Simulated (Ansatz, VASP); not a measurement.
# HBr in VASP and in Ansatz

File INCAR:

```
SYSTEM = HBr
ALGO     = Normal         ! electronic algorithm
EDIFF    = 1E-6           ! SCF threshold, eV
ENCUT    = 520            ! plane-wave cutoff, eV
GGA      = PS             ! functional
ISIF     = 2              ! what is computed and relaxed
ISMEAR   = 0              ! smearing method
LASPH    = .True.         ! aspherical terms in the spheres
LCHARG   = .False.        ! write CHGCAR
LREAL    = .False.        ! projectors in reciprocal space
LWAVE    = .False.        ! write WAVECAR
NBANDS   = 16             ! bands
NELM     = 80             ! most SCF steps
PREC     = Accurate       ! precision mode
SIGMA    = 0.02           ! smearing width, eV
```

KPOINTS

```
k-points
0
Gamma
  6 6 8
  0 0 0
```

File POSCAR:

```
HBr
1.0
    5.4459128156      0.0000000000      0.0000000000
    0.0000000000      5.4459128156      0.0000000000
    0.0000000000      0.0000000000      3.3924373221
H Br
2 2
Direct
    0.0000000000      0.0000000000      0.0000000000
    0.5000000000      0.5000000000      0.5000000000
    0.0000000000      0.0000000000      0.5000000000
    0.5000000000      0.5000000000      0.0000000000
```

Input for Ansatz:

```yaml
crystal:
  lattice:
    - [5.4459128156, 0.0, 0.0]
    - [0.0, 5.4459128156, 0.0]
    - [0.0, 0.0, 3.3924373221]
  atoms:
    - { symbol: H, position: [0.0, 0.0, 0.0] }
    - { symbol: H, position: [0.5, 0.5, 0.5] }
    - { symbol: Br, position: [0.0, 0.0, 0.5] }
    - { symbol: Br, position: [0.5, 0.5, 0.0] }
basis:
  ecutwfc: 420
kpoints:
  mp_grid: { grid: [6, 6, 8] }
  band_path: { path: [VBM, CBM], npoints: 2 }
hamiltonian:
  xc: pbesol
scf:
  occupations: { method: gaussian, width: 0.02 }
output:
  forces: true
  stress: true
  eigenvalues: true
checkpoint:
  read: start.run
  write: ck
  compress: false
  write_wavefunctions: false
  write_every: 100000
```

Alike in both runs: task single point; functional PBEsol; k mesh 6 × 6 × 8; occupations gaussian, width 0.02 eV; no spin polarisation.

|  | VASP | Ansatz |
| --- | --- | --- |
| version | VASP 6.6.1 | Ansatz 0.2.0 |
| potentials or method | VASP PAW PBE potentials, release 64 (H, Br) | scalar-relativistic, plane waves, PAW |
| plane-wave cutoff (eV) | 520 | 420 |
| valence electrons in the cell | 16 | 16 |

Ansatz gave:

| Item | Value |
| --- | --- |
| gap on the k mesh at the Fermi level (eV) | 1.26 |
| least direct gap on the mesh (eV) | 1.53 |
| pressure (GPa) | -1.0 |
| largest component of the traceless stress (GPa) | 1.93 |

Question: Which values does VASP return?

Answer: gap on the k mesh at the Fermi level (eV): 1.26; least direct gap on the mesh (eV): 1.52; pressure (GPa): -1.0; largest component of the traceless stress (GPa): 1.89.

Caveats: the PAW data sets were made with another functional, which shifts forces and pressure a little (VASP). A k mesh can miss the band edges.
